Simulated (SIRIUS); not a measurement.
**ZrC under changes of volume**

One of the cells (13.493 Å³/atom); the others are scaled copies at fixed shape and fractional positions:

```xyz
2
Lattice="0.0000 2.3807 2.3807 2.3807 0.0000 2.3807 2.3807 2.3807 0.0000" Properties=species:S:1:pos:R:3 pbc="T T T"
Zr    2.3807    2.3807    2.3807
C     0.0000    0.0000    0.0000
```

```yaml
Program: SIRIUS 7.12.0
Functional: PBEsol
Potentials_or_basis: PseudoDojo 0.4.1 PBEsol standard (scalar relativistic)
Cutoff: 1127 eV
Density_cutoff: 4507 eV
k_mesh: 10 × 10 × 10
Occupations: fermi-dirac, width 0.05 eV
Spin: no spin polarisation
```

```csv
volume (Å³/atom),energy over the lowest point (meV/atom),pressure (GPa)
12.434,5.44,5.9
12.699,0.00,0.7
12.963,?,?
13.493,29.78,-12.1
13.757,52.61,-15.6
14.022,80.83,-18.7
```

Problem. What does the run at 12.963 Å³/atom give?

Solution. Energy over the lowest point 2.78 meV/atom; pressure -4.0 GPa.

Worked out: A Birch-Murnaghan fit of order 3 (a polynomial in V^(-2/3)) to the other rows has its minimum at 12.74 Å³/atom with B0 = V·E''(V) = 236 GPa and B' = 4.1. It gives 2.76 meV/atom at 12.963 Å³/atom, against the run's 2.78, and -dE/dV = -4.0 GPa, against -4.0.

Energies are extrapolated to zero smearing.
